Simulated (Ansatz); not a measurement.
The system is Hf.

```
Hf
1.0
     3.19670    0.00000    0.00000
    -1.59835    2.76842    0.00000
     0.00000    0.00000    5.05780
Hf
2
Cartesian
  1.5984 0.9228 3.7934
  0.0000 1.8456 1.2645
```

| Quantity | Value |
| --- | --- |
| Program | Ansatz 0.2.0 |
| Task | single point |
| Functional | PBE |
| Potentials or basis | Ansatz PAW |
| Cutoff | 420 eV (not typed: the program's choice for these potentials) |
| k mesh | 10 × 10 × 5 |
| Occupations | fermi-dirac, width 0.05 eV |
| Spin | no spin polarisation |

On this cell: pressure 0.6 GPa; largest force under 0.003 eV/Å; band gap on the k mesh none (metal or under the smearing width).

The same run follows on a disturbed copy (atoms moved at random, drawn with an rms of 0.05 Å):

```
Hf
1.0
     3.19670    0.00000    0.00000
    -1.59835    2.76842    0.00000
     0.00000    0.00000    5.05780
Hf
2
Direct
  0.67080 0.34630 0.75451
  0.32565 0.67287 0.24668
```

Q: What changes?

A: The energy (extrapolated to zero smearing) moves by +2.1 meV/atom; pressure 0.7 GPa; largest force 0.166 eV/Å; band gap on the k mesh none (metal or under the smearing width).

Forces in eV/Å, atoms in the order of the input:
```
Hf  -0.063 -0.043 -0.147
Hf   0.063  0.043  0.147
```

Stress tensor (GPa, compression positive):
```
0.90 0.25 0.05
0.25 0.55 0.04
0.05 0.04 0.52
```
